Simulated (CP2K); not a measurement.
The system is Hf.

```
Hf
1.0
     3.19670    0.00000    0.00000
    -1.59835    2.76842    0.00000
     0.00000    0.00000    5.05780
Hf
2
Direct
  0.66667 0.33333 0.75000
  0.33333 0.66667 0.25000
```

Base run:

| Quantity | Value |
| --- | --- |
| Program | CP2K 2026.2 |
| Functional | BLYP |
| Potentials or basis | POTENTIAL_UZH Hf GTH-PBE-q12; TZVP-MOLOPT-PBE-GTH basis |
| Density cutoff | 9184 eV |
| k mesh | 10 × 10 × 5 |
| Occupations | fermi-dirac, width 0.05 eV |
| Spin | no spin polarisation |

Its results: band gap on the k mesh none (metal or under the smearing width); pressure 3.7 GPa.

Problem. After a change of settings the same cell gave: band gap on the k mesh none (metal or under the smearing width); pressure -5.6 GPa. Which change was it?
A. functional from BLYP to LDA
B. functional from BLYP to PBEsol
C. functional from BLYP to r2SCAN
D. functional from BLYP to OLYP

Solution. A.

LDA binds more tightly than BLYP, so the same cell stands under less pressure.

Caveats: the potentials were made for another functional, which shifts forces and pressure; spin-orbit coupling is left out, which moves the levels of the heavy elements; the basis of atomic orbitals isn't converged, which shifts pressures, moduli and gaps.

Runs at the PBE level aren't shown here.
